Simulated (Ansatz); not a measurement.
**Elastic constants of ZnS at 3 GPa (stress–strain coefficients): input and output**

Computed with Ansatz, DFT PBEsol, scalar-relativistic, plane waves, PAW.

Launched with:
```bash
ansatz run input.yaml --threads 1 --pin off --max-ram 3072MiB --backend cpu --events-out ev --progress --plain --runs-dir out
```

Input (bare energies are in eV):
```yaml
crystal:
  lattice:
    - [0.0, 2.647044444, 2.647044444]
    - [2.647044444, 0.0, 2.647044444]
    - [2.647044444, 2.647044444, 0.0]
  atoms:
    - { symbol: Zn, position: [0.0, 0.0, 0.0] }
    - { symbol: S, position: [0.75, 0.75, 0.75] }
basis:
  ecutwfc: 420
kpoints:
  mp_grid: { grid: [10, 10, 10] }
hamiltonian:
  xc: pbesol
scf:
  occupations: { method: fixed }
output:
  forces: true
  stress: true
  eigenvalues: true
  polarization: {}
elastic:
  mode: relaxed_ion
  stencil: two_point
```

From the output:
```
--- Elastic constants: 2 strain directions × 2 members + reference (group order 24) ---
  dense FFT box of the reference and of every strained cell: 27×27×27
  strains applied: 11, 23; error gains: componentwise 1.00 (the most a stress slope's error grows in a printed constant), spectral 1.73 (1 for all six strains in a standard setting)
  C = ∂σ_k/∂η_j (tension-positive GPa; Voigt order 11 22 33 23 13 12):
       119.071     78.445     78.445      0.000      0.000      0.000
        78.445    119.071     78.445      0.000     -0.000     -0.000
        78.445     78.445    119.071      0.000     -0.000     -0.000
        -0.000      0.000     -0.000     48.698      0.000     -0.000
        -0.000     -0.000      0.000     -0.000     48.698      0.000
         0.000     -0.000      0.000      0.000      0.000     48.698
  reference stress σ⁰ (GPa):     -2.999     -2.999     -2.999     -0.000      0.000     -0.000
  C* (energy form; C + prestress term) asymmetry max|C*_kj − C*_jk| = 4.263e-14 GPa — a small one proves nothing (zero by symmetry where the batch's group is 432, −43m or m−3m); a large one is finite-difference/SCF noise where every solve ...
  moduli (Voigt/Reuss/Hill, GPa): K = 91.99/91.99/91.99   G = 37.34/31.24/34.29   E = 91.50   ν = 0.334
  mechanically stable: yes (min eigenvalue of sym C = 40.63 GPa)
  e, the proper piezoelectric tensor (elastic.mode: relaxed_ion; C/m²; rows x y z; Voigt order 11 22 33 23 13 12):
      -0.00000    0.00000    0.00000   -0.22217   -0.00000   -0.00000
      -0.00000   -0.00000   -0.00000    0.00000   -0.22217    0.00000
      -0.00000    0.00000    0.00000   -0.00000    0.00000   -0.22217
  ±, each entry's uncertainty from the finite density of the strings (C/m²), an estimate: the size of the correction for it that the entry includes:
       0.00000    0.00000    0.00000    0.00256    0.00000    0.00000
       0.00000    0.00000    0.00000    0.00000    0.00256    0.00000
       0.00000    0.00000    0.00000    0.00000    0.00000    0.00256
  the group's symmetry takes up to 9.5e-9 C/m² out of the measured responses: error of the strings' finite density and of the mesh across them, as far as it breaks the symmetry (raise kpoints.mp_grid and any string_points); the largest step ...
  strain η (Voigt 11):  stress-route row diagonal C_11 = 119.07 GPa, energy-path curvature d²(F+E_count+ΔE)/dδ²/Ω₀ = 119.31 GPa
         δ    σ_11 (GPa) F (eV) n_scf n_hpsi n_pw
    -2.000e-3      -3.2379       -4167.4270139       9   30123    740   relax 0 steps, max|allowed force component| 5.55e-17 eV/Å
     2.000e-3      -2.7616       -4167.4297868       8   29828    745   relax 0 steps, max|allowed force component| 5.55e-17 eV/Å
  strain η (Voigt 23):  stress-route row diagonal C_44 = 48.70 GPa, energy-path curvature d²(F+E_count+ΔE)/dδ²/Ω₀ = 50.42 GPa
         δ    σ_23 (GPa) F (eV) n_scf n_hpsi n_pw
    -2.000e-3      -0.0974       -4167.4284360       6   35707    742   relax 3 steps, max|allowed force component| 2.74e-7 eV/Å
     2.000e-3       0.0974       -4167.4284360       6   35672    742   relax 3 steps, max|allowed force component| 2.78e-7 eV/Å
--- Formal polarisation (Berry phase): one branch of a lattice of values; only differences between neighbouring runs are physical ---
  axis mesh electronic ionic p = total spread (rad) least overlap resolved gap  δp at fixed H ≤   (phases in cycles; p mod 2; gap in eV; gap and δp judge the states as solved, not the mesh's step, its ...
  b1    10×10×10        0.00000000     4.50000000     4.50000000      0.199277         0.8973        2.2382           1.6e-6
  b2    10×10×10        0.00000000     4.50000000     4.50000000      0.199277         0.8973        2.2382           1.6e-6
  b3    10×10×10       -0.00000000     4.50000000     4.50000000      0.199277         0.8973        2.2382           1.6e-6
  quantum along a1:   0.20183317 e/Å² =   323.372382 µC/cm²
  quantum along a2:   0.20183317 e/Å² =   323.372382 µC/cm²
  quantum along a3:   0.20183317 e/Å² =   323.372382 µC/cm²
  P = (  0.64222920,   0.64222920,   0.64222920) e/Å² = ( 1028.964617,  1028.964617,  1028.964617) µC/cm²  (mod the quanta)
```

Time: 2.2 min on 1 thread of AMD EPYC 7R43 64-Core Processor (Zen 3), with other jobs on the host, peak memory 0.53 GiB.